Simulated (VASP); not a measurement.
Write the native input for VASP 6.6.1 that does the following.

| Item | Value |
| --- | --- |
| Task | single point |
| Functional | PBE |
| Potentials or basis | VASP PAW PBE potentials, release 64 (Ti_sv, O) |
| Cutoff | 520 eV |
| k mesh | 5 × 5 × 8 |
| Occupations | fermi-dirac, width 0.02 eV |
| Spin | no spin polarisation |
| Further INCAR settings | ALGO = Normal; EDIFF = 1e-06 |

The structure of TiO2 (Rutile) lies in POSCAR:

```
TiO2
1.0
    4.5922000000      0.0000000000      0.0000000000
    0.0000000000      4.5922000000      0.0000000000
    0.0000000000      0.0000000000      2.9574000000
Ti O
2 4
Direct
    0.0000000000      0.0000000000      0.0000000000
    0.5000000000      0.5000000000      0.5000000000
    0.3049600000      0.3049600000      0.0000000000
    0.1950400000      0.8049600000      0.5000000000
    0.6950400000      0.6950400000      0.0000000000
    0.8049600000      0.1950400000      0.5000000000
```

One way to write it, as run:

INCAR

```
ALGO = Normal ; EDIFF = 1E-6
ENCUT = 520 ; GGA = PE
ISIF = 2 ; ISMEAR = -1
KPAR = 4 ; LASPH = True
LCHARG = True ; LREAL = False
LVHAR = True ; LWAVE = False
NELM = 80 ; PREC = Accurate
SIGMA = 0.02
```

KPOINTS

```
k-points
0
Gamma
  5 5 8
```

Potentials or basis: VASP PAW PBE potentials, release 64 (Ti_sv, O).

Launch:

```bash
$ cat potpaw_PBE.64/Ti_sv/POTCAR potpaw_PBE.64/O/POTCAR > POTCAR
$ mpirun -np 4 vasp_std > vasp.out
```

It gave:

```
Pressure               : 6.1 GPa
Largest force          : 0.126 eV/Å
Band gap on the k mesh : 1.87 eV, direct
```

Caveat: an odd mesh through Γ misses points on the zone boundary, where band edges often lie.

It took 22 s on 4 MPI ranks on Intel(R) Xeon(R) Platinum 8488C (Sapphire Rapids) (shared host), peak memory 0.19 GiB a rank.
